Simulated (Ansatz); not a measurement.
Clean, relaxed (101) surface of MoP, space group P-6m2 (No. 187) (top face towards +c; atoms held fixed, by place in the list: 1, 2, 3, 4):

```yaml
crystal:
  lattice:
    - [3.20623, 0.00000, 0.00000]
    - [-1.60312, 4.21724, 0.00000]
    - [0.00000, 0.00000, 23.61798]
  atoms:
    - { symbol: P, position: [0.43063, 0.86126, 0.35990] }
    - { symbol: Mo, position: [0.71675, 0.43351, 0.37464] }
    - { symbol: P, position: [0.14738, 0.29476, 0.44838] }
    - { symbol: Mo, position: [0.43351, 0.86701, 0.46313] }
    - { symbol: P, position: [0.86337, 0.72644, 0.53615] }
    - { symbol: Mo, position: [0.15026, 0.30062, 0.55132] }
    - { symbol: P, position: [0.57277, 0.14641, 0.63448] }
    - { symbol: Mo, position: [0.85951, 0.71903, 0.63288] }
```

Theory: DFT PBEsol, scalar-relativistic, plane waves, PAW in Ansatz 0.2.0. Settings: cutoff 420 eV, Γ-centred mesh 10×7×1 on the computed 8-atom cell, Gaussian smearing of 0.10 eV; no spin polarisation. A dipole correction removes the field between periodic images along c.

H (atom) is put at the top (P) at (0.57, 0.15) site, one adsorbate per 13.5 Å², and relaxed. E_ads counts from the clean slab and the free adsorbate (spin-polarised where it has unpaired electrons); negative means bound. Heights count from the highest slab atom after relaxation. Bonded neighbours lie within 1.25 times the sum of covalent radii (1.35 for H) and, on that scale, within 12 % of the closest. With the adsorbate the cell is lengthened along c to keep the vacuum.

Q: How strongly does it bind, and where does its anchoring atom end?

A: -2.46 eV; at (0.70, 0.40), 1 bonded neighbour (Mo).

Q: How high does its anchoring atom sit over the highest slab atom, and what is the shortest contact with the surface?

A: 1.23 Å; H–P 1.68 Å.

Q: The clean face has a work function of 4.48 eV. How does the adsorbate change it?

A: By +0.26 eV.

Each end is the local minimum or symmetric point that its start leads to. The slab is only 6.6 Å thick, so the energies aren't converged with thickness.

The adsorbed runs have no spin polarisation, so weakly bound open-shell ends lie too high.